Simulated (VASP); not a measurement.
Runs of VASP 6.6.1 on MoS2. The cell holds a slab with vacuum, 3 atoms: a = 3.184 Å, b = 3.184 Å, c = 17.335 Å, α = 90.00°, β = 90.00°, γ = 120.00°. 

| task | level | spin | exchange at q = 0 | screening parameter | mesh quality | gap on the mesh (eV) | largest force (eV/Å) |
| --- | --- | --- | --- | --- | --- | --- | --- |
| band structure | PBE0 | off | truncated | - | not flagged | 2.80 | 0.32 |
| band structure | HSE06 | off | - | 0.2 1/A | not flagged | (a) | 0.33 |
| single point | HSE06 | SOC, no magnetisation | - | 0.2 1/A | coarse | - | 0.32 |
| band structure | HSE03 | off | - | - | not flagged | (b) | 0.29 |

Alike in all rows: potentials or basis VASP PAW PBE potentials, release 64 (Mo_sv, S); cell as given; k mesh 6 × 6 × 1; cutoff (eV) 520; smearing gaussian 0.02 eV.

Fill in the values left out.

(a) 2.13; (b) 1.95.

Caveats: some runs use coarse meshes; the PAW data sets were made with another functional, which shifts forces and pressure a little.

A k mesh can miss the band edges, and rows without SOC leave out spin-orbit coupling on Mo.
